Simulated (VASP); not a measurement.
# Al2O3 (Corundum) (R-3c) in VASP: settings compared, part 4 of 4

VASP 6.6.1. Earlier steps stand in the parts before.

## Step 9: Equation of state, PBE+D3(BJ), 8.93 Å³/atom (a relaxed cell with its volume scaled by 1.04)

File INCAR:

```
ALGO = Normal
EDIFF = 1E-6
ENCUT = 520
GGA = PE
ISIF = 2
ISMEAR = 0
IVDW = 12
KPAR = 4
LASPH = T
LCHARG = F
LREAL = F
LWAVE = F
NELM = 60
PREC = Accurate
SIGMA = 0.02
```

File KPOINTS:

```
k-points
0
Gamma
  6 6 6
```

File POSCAR:

```
Al2O3                                   
1.0
    2.4199759858      1.3971737868      4.4000453732
   -2.4199759858      1.3971737868      4.4000453732
   -0.0000000000     -2.7943475737      4.4000453732
  Al              O             
     4     6
Direct
     0.8520943334105193    0.8520943334105193    0.8520943334105193
     0.6479056665894807    0.6479056665894807    0.6479056665894807
     0.1479056665894806    0.1479056665894806    0.1479056665894806
     0.3520943334105194    0.3520943334105194    0.3520943334105194
     0.0563940824840795    0.7500000000000000    0.4436059175159205
     0.7500000000000000    0.4436059175159205    0.0563940824840795
     0.4436059175159205    0.0563940824840795    0.7500000000000000
     0.9436059175159205    0.2500000000000000    0.5563940824840795
     0.2500000000000000    0.5563940824840795    0.9436059175159205
     0.5563940824840795    0.9436059175159205    0.2500000000000000
```

Potentials or basis: VASP PAW PBE potentials, release 64 (Al, O).

Launch:

```console
$ cat potpaw_PBE.64/Al/POTCAR potpaw_PBE.64/O/POTCAR > POTCAR
$ mpirun -np 4 vasp_std > vasp.out
```

It took 32 s on 4 MPI ranks of AMD EPYC 7R13 (Zen 3), shared host; peak memory 0.25 GiB.

Results (log left out):

* Free energy: -77.0431 eV
* Pressure: -8.5 GPa
* Largest force: 0.036 eV/Å
* Band gap on the k mesh: 5.61 eV, direct
* Dispersion energy per atom: -0.225 eV

## Step 10: Equation of state, PBE+D3(BJ)

This run uses another cell than the first one, of 8.58 Å³/atom, 1.010 times its volume.

Potentials or basis: VASP PAW PBE potentials, release 64 (Al, O).

This step only gathers the single runs of the series.

Results:

```
Equilibrium volume                        : 8.60 Å³/atom
Bulk modulus at fixed shape and positions : 240 GPa
Pressure derivative of the bulk modulus   : 3.9 (rough: it moves with the points fitted)
```

Energy against volume, from the lowest point:
| volume (Å³/atom) | energy (meV/atom) |
| --- | --- |
| 8.240 | 12.30 |
| 8.411 | 3.28 |
| 8.583 | 0.00 |
| 8.755 | 1.93 |
| 8.926 | 8.56 |

Caveat: the cell was scaled at fixed shape and fractional positions, which overstates the stiffness of a crystal with free parameters, most of all of layers and chains.

## Step 11: The reference run

An earlier run on the cell as given: functional PBE; potentials or basis VASP PAW PBE potentials, release 64 (Al, O); cutoff 520 eV; k mesh 7 × 7 × 7; occupations fermi-dirac, width 0.05 eV; no spin polarisation.

* Pressure: 7.2 GPa
* Largest force: 0.027 eV/Å
* Band gap on the k mesh: 6.22 eV, direct

## Step 12: Summary

```csv
task,level,potentials or basis,cell,k mesh,cutoff (eV),smearing,ladder,gap on the mesh (eV)
band structure,PBE,"VASP PAW PBE potentials, release 64 (Al, O_s)","R-3c, 8.5 Å³/atom",7 × 7 × 7,400,fermi-dirac 0.05 eV,-,6.22
band structure,PBE,"VASP PAW PBE potentials, release 54 (Al, O)","R-3c, 8.5 Å³/atom",7 × 7 × 7,520,fermi-dirac 0.05 eV,-,6.22
band structure,PBE,"VASP PAW PBE potentials, release 54 (Al, O)","R-3c, 8.5 Å³/atom",7 × 7 × 7,500,fermi-dirac 0.05 eV,-,6.22
equation of state,PBE+D3(BJ),"VASP PAW PBE potentials, release 64 (Al, O)","R-3c, 8.58 Å³/atom",6 × 6 × 6,520,gaussian 0.02 eV,gaps,-
single point,PBE,"VASP PAW PBE potentials, release 64 (Al, O)","R-3c, 8.5 Å³/atom",7 × 7 × 7,520,fermi-dirac 0.05 eV,-,6.22
```

Alike in all rows: no spin polarisation.

Caveats: the cell was scaled at fixed shape and fractional positions, which overstates the stiffness of a crystal with free parameters, most of all of layers and chains (some runs); an odd mesh through Γ misses points on the zone boundary, where band edges often lie (some runs).

Total energies depend on the potentials used, so only differences within one code and one set of settings carry meaning.

## Step 13: Comparison with measurements

Step 2. Measured gap of Al2O3: 8.7 eV (optical; quoted in “Multi-petahertz electron interference in Cr:Al2O3 solid-state material”, 2018, pmc:5906618). This calculation gives 6.22 eV (-2.48 eV). The value is that of PBE, without temperature or zero-point motion. Semilocal functionals fall short of measured gaps as a rule.

Step 3. Against the measured gap of Al2O3, 8.7 eV (optical; quoted in “Multi-petahertz electron interference in Cr:Al2O3 solid-state material”, 2018, pmc:5906618), the calculated 6.22 eV is off by -2.48 eV. The value is that of PBE, without temperature or zero-point motion. Semilocal functionals fall short of measured gaps as a rule.

Step 4. Measured gap of Al2O3: 8.7 eV (optical; quoted in “Multi-petahertz electron interference in Cr:Al2O3 solid-state material”, 2018, pmc:5906618). This calculation gives 6.22 eV (-2.48 eV). The value is that of PBE, without temperature or zero-point motion. Semilocal functionals fall short of measured gaps as a rule.
